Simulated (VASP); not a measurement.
TiS2:

```
Ti S
1.0
     3.41200    0.00000    0.00000
    -1.70600    2.95488    0.00000
     0.00000    0.00000    5.69500
Ti S
1 2
Direct
  0.00000 0.00000 0.00000
  0.33333 0.66667 0.25000
  0.66667 0.33333 0.75000
```

- Program: VASP 6.6.1
- Task: relaxation of cell and atoms
- Functional: PBE
- Potentials or basis: VASP PAW PBE potentials, release 64 (Ti_sv, S)
- Cutoff: 520 eV
- k mesh: 9 × 9 × 5
- Occupations: gaussian, width 0.1 eV
- Spin: no spin polarisation

At the start: pressure 0.3 GPa; volume 19.14 Å³/atom.

Where does the relaxation end?

Over 17 steps the energy falls by 10.4 meV/atom and the volume is 21.08 Å³/atom (+10.1 %); space group P-3m1 (No. 164, to 0.05 Å).

The path:
```csv
step,energy change (eV),largest force (eV/Å),pressure (GPa),volume (Å³)
1,0.0000,0.1292,0.34,57.42
2,-0.0038,0.1462,0.19,57.76
3,-0.0124,0.1967,-0.33,58.77
4,-0.0194,0.2976,-1.13,60.80
5,-0.0213,0.2636,-0.92,60.84
6,-0.0254,0.1603,-0.27,60.96
7,-0.0265,0.0550,1.11,61.20
8,-0.0272,0.0280,0.56,61.11
9,-0.0279,0.0231,0.53,61.30
10,-0.0295,0.0077,0.35,61.88
11,-0.0308,0.0226,0.08,63.04
12,-0.0309,0.0050,-0.05,63.17
13,-0.0309,0.0208,-0.12,63.24
14,-0.0311,0.0212,-0.10,63.25
15,-0.0311,0.0222,-0.03,63.26
16,-0.0311,0.0223,-0.03,63.26
17,-0.0312,0.0047,0.05,63.24
```

Final structure:
```
CELL_PARAMETERS angstrom
3.40795 0.00000 0.00000
-1.70398 2.95137 0.00000
0.00000 0.00000 6.28696
ATOMIC_POSITIONS crystal
Ti 0.00000 0.00000 0.00000
S 0.33333 0.66667 0.22643
S 0.66667 0.33333 0.77357
```

Caveat: this functional lacks dispersion, which binds the layers, so the pressure and a relaxed spacing across them are unreliable; the volume moved by +10 % from the deposited cell, more than functionals usually miss.
